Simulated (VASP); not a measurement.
Input of a VASP 6.6.1 run:

Contents of INCAR:

```
  PREC = Accurate
  ENCUT = 520
  EDIFF = 1E-6
  ISMEAR = -1
  SIGMA = 0.05
  LREAL = False
  LASPH = True
  NELM = 100
  ALGO = Normal
  ISIF = 2
  LWAVE = False
  LCHARG = False
  GGA = MK
  LUSE_VDW = True
  AGGAC = 0.0
  PARAM1 = 0.1234
  PARAM2 = 1.0
```

File KPOINTS:

```
regular mesh
0
Gamma
  16 16 4
```

Contents of POSCAR:

```
C
1.0
    2.4610000000      0.0000000000      0.0000000000
   -1.2305000000      2.1312885187      0.0000000000
    0.0000000000      0.0000000000      6.7080000000
C
4
Direct
    0.0000000000      0.0000000000      0.2500000000
    0.3333333333      0.6666666667      0.2500000000
    0.0000000000      0.0000000000      0.7500000000
    0.3333333333      0.6666666667      0.7500000000
```

Potentials or basis: VASP PAW PBE potentials, release 64 (C).

Command:

```sh
$ cat potpaw_PBE.64/C/POTCAR > POTCAR
$ mpirun -np 1 vasp_std > vasp.out
```

(1) What does it give for the pressure?

(2) What does it give for the band gap on the k mesh?

Results:

(1) 2.6 GPa.

(2) 0.16 eV.

Caveat: the PAW data sets were made with another functional, which shifts forces and pressure a little.
